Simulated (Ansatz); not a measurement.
Molecular dynamics on a 1×1×1 supercell (2 atoms) of BaTe (zincblende), relaxed with r2SCAN. Forces come from PBE in Ansatz 0.2.0: constant energy and volume (NVE), velocities drawn at 600 K, steps of 2 fs. Computed, non-magnetic; the trajectory is short and the cell small, so nothing here is a converged average. The structure comes from a prototype and may be hypothetical.

```yaml
crystal:
  lattice:
    - [0.0, 3.9141586715, 3.9141586715]
    - [3.9141586715, 0.0, 3.9141586715]
    - [3.9141586715, 3.9141586715, 0.0]
  atoms:
    - { symbol: Ba, position: [0.0, 0.0, 0.0] }
    - { symbol: Te, position: [0.25, 0.25, 0.25] }
kpoints:
  mp_grid: { grid: [4, 4, 4] }
hamiltonian:
  xc: pbe
scf:
  occupations: { method: fermi_dirac, width: 0.052 }
md:
  ensemble: nve
  temperature: 600
  timestep: 2.0
  n_steps: 20
  initial_velocities: maxwell_boltzmann
  seed: 4212
```

Command: `ansatz run input.yaml --threads 4 --pin off --max-ram 3686MiB --backend cpu --events-out ev --progress --plain --runs-dir out`. It took 17 s on 4 threads of Arm Neoverse V2 (shared host), load about 0.5 per core; peak host memory 0.45 GiB.

```csv
step,t (fs),T (K),free energy F from step 0 (meV/atom),kinetic energy (meV/atom),largest force (eV/Å)
0,0,600,0.0,38.8,0.00
1,2,599,0.1,38.7,0.03
2,4,596,0.2,38.5,0.05
3,6,592,0.5,38.2,0.07
4,8,585,0.9,37.8,0.10
5,10,577,1.5,37.3,0.12
6,12,568,2.1,36.7,0.15
7,14,556,2.8,35.9,0.17
8,16,543,3.7,35.1,0.20
9,18,529,4.6,34.2,0.22
10,20,513,5.6,33.2,0.24
11,22,496,6.7,32.1,0.26
12,24,478,7.9,30.9,0.29
13,26,459,9.1,29.7,0.31
14,28,439,10.4,28.4,0.33
15,30,418,11.8,27.0,0.35
16,32,396,13.2,25.6,0.37
17,34,374,14.6,24.2,0.39
18,36,352,16.0,22.7,0.41
19,38,329,17.5,21.3,0.43
20,40,306,19.0,19.8,0.44
```

The temperature goes from 600 K to 306 K in 40 fs. The atoms start on their lattice sites with kinetic energy alone, so much of it first passes into potential energy. The conserved energy stays within 0.01 meV an atom. By the last step the atoms have moved 0.09 Å in the root mean square, the drift of the whole cell taken out, 0.09 Å at most.

Positions (Å) and forces (eV/Å) at step 20:
```
Ba   0.008  -0.035   0.075     0.031   0.182  -0.404
Te   1.949   1.995   1.877    -0.031  -0.182   0.404
```
